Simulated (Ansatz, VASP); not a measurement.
# Two plane-wave programs on Rh

INCAR

```
  PREC = Accurate
  ENCUT = 520
  EDIFF = 1E-6
  ISMEAR = 0
  SIGMA = 0.15
  LREAL = F
  LASPH = T
  NELM = 80
  ALGO = Fast
  ISIF = 2
  LWAVE = F
  LCHARG = F
  GGA = PE
  NBANDS = 14
```

Contents of KPOINTS:

```
regular mesh
0
Gamma
  20 20 20
```

Contents of POSCAR:

```
Rh
1.0
    0.0000000000      1.8384503252      1.9150524221
    1.8384503252      0.0000000000      1.9150524221
    1.8384503252      1.8384503252      0.0000000000
Rh
1
Direct
    0.0000000000      0.0000000000      0.0000000000
```

Input for Ansatz:

```yaml
crystal:
  lattice:
    - [0.0, 1.8384503252, 1.9150524221]
    - [1.8384503252, 0.0, 1.9150524221]
    - [1.8384503252, 1.8384503252, 0.0]
  atoms:
    - { symbol: Rh, position: [0.0, 0.0, 0.0] }
basis:
  ecutwfc: 420
kpoints:
  mp_grid: { grid: [20, 20, 20] }
hamiltonian:
  xc: pbe
  pseudopotentials: { kind: paw, azcp: { folder: soft_1 } }
scf:
  occupations: { method: gaussian, width: 0.15 }
output:
  forces: true
  stress: true
  eigenvalues: true
```

Change from the starting cell: engineering shear strain xy +0.0000, equal normal strain along x and y -0.0400.

Alike in both runs: task single point; functional PBE; k mesh 20 × 20 × 20; occupations gaussian, width 0.15 eV; no spin polarisation.

```csv
,VASP,Ansatz
version,VASP 6.6.1,Ansatz 0.2.0
potentials or method,"VASP PAW PBE potentials, release 64 (Rh_pv)","scalar-relativistic, plane waves, PAW"
plane-wave cutoff (eV),520,420
valence electrons in the cell,15,17
```

|  | VASP | Ansatz | Ansatz less VASP |
| --- | --- | --- | --- |
| gap on the k mesh at the Fermi level (eV) | none | none | - |
| pressure (GPa) | 26.2 | 26.3 | +0.08 |
| largest component of the traceless stress (GPa) | 8.27 | 8.29 | +0.019 |

A gap of «none» marks a metal or a gap that the smearing closes. The two sets of potentials don't hold the same shells in valence.

Caveats: so large a pressure means that the cell lies far from this level's equilibrium, or that cutoff or potentials fall short (VASP).
